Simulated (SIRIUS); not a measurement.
A run of SIRIUS 7.12.0 is set up as follows.

sirius.json

```json
{
  "control": {
    "processing_unit": "cpu",
    "verbosity": 2,
    "num_bands_to_print": 34,
    "print_forces": true,
    "print_stress": true
  },
  "parameters": {
    "electronic_structure_method": "pseudopotential",
    "xc_functionals": ["XC_GGA_X_PBE_SOL", "XC_GGA_C_PBE_SOL"],
    "gk_cutoff": 9.2,
    "pw_cutoff": 18.4,
    "ngridk": [8, 8, 5],
    "shiftk": [0, 0, 0],
    "smearing": "fermi_dirac",
    "smearing_width": 0.0018374661,
    "num_bands": 34,
    "num_mag_dims": 0,
    "num_dft_iter": 100,
    "energy_tol": 1e-08,
    "density_tol": 1e-06
  },
  "iterative_solver": {
    "type": "davidson",
    "min_tolerance": 1e-10
  },
  "mixer": {
    "type": "anderson",
    "beta": 0.7,
    "max_history": 8
  },
  "settings": {
    "tol_ne": 1e-10,
    "pseudo_grid_cutoff": 6.5
  },
  "unit_cell": {
    "lattice_vectors": [
      [1.0, 0.0, 0.0],
      [0.0, 1.0, 0.0],
      [0.0, 0.0, 1.453578727466]
    ],
    "lattice_vectors_scale": 6.7236820798,
    "atom_coordinate_units": "lattice",
    "atom_types": ["Hf", "O"],
    "atom_files": {
      "Hf": "Hf.json",
      "O": "O.json"
    },
    "atoms": {
      "Hf": [
        [0.0, 0.0, 0.0],
        [0.5, 0.5, 0.5]
      ],
      "O": [
        [0.0, 0.5, 0.19720788],
        [0.5, 0.0, 0.30279212],
        [0.5, 0.0, 0.80279212],
        [0.0, 0.5, 0.69720788]
      ]
    }
  }
}
```

Potentials or basis: PseudoDojo 0.4.1 PBEsol standard (scalar relativistic).

Launch:

```sh
$ upf_to_json Hf.upf
$ upf_to_json O.upf
$ OMP_NUM_THREADS=1 sirius.scf --input=sirius.json --output=out.json --task=0
```

Problem. What does it give for the pressure?

Solution. -1.4 GPa.

Problem. What does it give for the band gap on the k mesh?

Solution. 4.69 eV.

Stress tensor (GPa, compression positive):
```
-1.30  0.00  0.00
 0.00 -1.30  0.00
 0.00  0.00 -1.60
```

Caveat: spin-orbit coupling is left out, which moves the levels of the heavy elements; an odd mesh through Γ misses points on the zone boundary, where band edges often lie.
